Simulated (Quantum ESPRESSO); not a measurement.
Input of a Quantum ESPRESSO 7.5 run:

File pw.in:

```
&CONTROL
  calculation = 'scf'
  prefix = 'pwscf'
  outdir = './tmp'
  pseudo_dir = './pseudo'
  tprnfor = .true.
  disk_io = 'low'
/
&SYSTEM
  ibrav = 0
  celldm(1) = 8
  nat = 3
  ntyp = 1
  ecutwfc = 66
  nbnd = 31
  occupations = 'smearing'
  smearing = 'fd'
  degauss = 0.00367493
/
&ELECTRONS
  conv_thr = 3d-09
  electron_maxstep = 150
  mixing_beta = 0.3
  mixing_mode = 'local-TF'
/
ATOMIC_SPECIES
Bi   208.9804 Bi.upf
CELL_PARAMETERS alat
  1.0721834307628   0.0000000000000   0.0000000000000
 -0.5360917153602   0.9285380885587   0.0000000000000
  0.0000000000000   0.0000000000000   6.3374327746981
ATOMIC_POSITIONS crystal
Bi     0.3333333333    0.6666666666    0.2795482500
Bi     0.6666666667    0.3333333334    0.5000000000
Bi     0.3333333333    0.6666666666    0.7204517500
K_POINTS automatic
7 7 1 0 0 0
```

pp_density.in

```
&INPUTPP
  prefix = 'pwscf'
  outdir = './tmp'
  filplot = 'density.dat'
  plot_num = 0
/
&PLOT
  nfile = 1
  filepp(1) = 'density.dat'
  iflag = 3
  output_format = 6
  fileout = 'density.cube'
/
```

File pp_potential.in:

```
&INPUTPP
  prefix = 'pwscf'
  outdir = './tmp'
  filplot = 'potential.dat'
  plot_num = 11
/
&PLOT
  nfile = 1
  filepp(1) = 'potential.dat'
  iflag = 3
  output_format = 6
  fileout = 'potential.cube'
/
```

Contents of pp_elf.in:

```
&INPUTPP
  prefix = 'pwscf'
  outdir = './tmp'
  filplot = 'elf.dat'
  plot_num = 8
/
&PLOT
  nfile = 1
  filepp(1) = 'elf.dat'
  iflag = 3
  output_format = 6
  fileout = 'elf.cube'
/
```

Potentials or basis: PseudoDojo 0.4.1 SR PBE standard.

Launch:

```bash
$ OMP_NUM_THREADS=1 mpirun -n 2 pw.x -nk 2 -in pw.in > pw.out
$ OMP_NUM_THREADS=1 mpirun -n 1 pp.x -in pp_density.in > pp_density.out
$ OMP_NUM_THREADS=1 mpirun -n 1 pp.x -in pp_potential.in > pp_potential.out
$ OMP_NUM_THREADS=1 mpirun -n 1 pp.x -in pp_elf.in > pp_elf.out
```

Task: What does it give for the work function of the upper face?

Result: 4.79 eV.

Task: What does it give for the work function of the lower face?

Result: 4.79 eV.

Task: What does it give for the largest force?

Result: 0.032 eV/Å.

Task: Predict the band gap on the k mesh.

Result: None (metal or under the smearing width).

Forces in eV/Å, atoms in the order of the input:
```
Bi   0.000  0.000  0.032
Bi   0.000  0.000  0.000
Bi   0.000  0.000 -0.032
```

Caveat: spin-orbit coupling is left out, which moves the levels of the heavy elements.
